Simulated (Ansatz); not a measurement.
## How settings move the results for BeS

```
CELL_PARAMETERS angstrom
0.00000 2.42500 2.42500
2.42500 0.00000 2.42500
2.42500 2.42500 0.00000
ATOMIC_POSITIONS crystal
Be 0.00000 0.00000 0.00000
S 0.75000 0.75000 0.75000
```

Atom numbers follow the list: Be1, S2.

The cell is COD entry 9008836, as deposited and not checked against the literature; nothing was relaxed. It is an old determination, and later ones may differ.

Computed with DFT, PBE, all-electron LAPW, scalar-relativistic in Ansatz 0.2.0.

Sampling and basis: a Γ-centred 9×9×9 k mesh, Fermi–Dirac smearing of 0.02 eV, basis error target 0.25 meV/atom, no spin polarisation. One setting is then changed at a time.

| k mesh | free energy less the base's (meV/atom) | P (GPa) | gap on the mesh (eV) | cutoff chosen (eV) |
| --- | --- | --- | --- | --- |
| 9×9×9 (base) | 0.0 | 1.52 | 3.205 | 270 |
| 3×3×3 | 123 | 3.72 | 3.793 | 270 |
| 4×4×4 | 25.3 | 2.07 | ? | 270 |
| 7×7×7 | 0.3 | 1.53 | ? | 270 |
| 13×13×13 | 0.0 | 1.52 | 3.156 | 270 |

(1) What belongs in the row "7×7×7", column "gap on the mesh (eV)"?

(2) Give the missing entry: row "4×4×4", column "gap on the mesh (eV)".

Answers

(1) 3.264.

(2) 3.098.
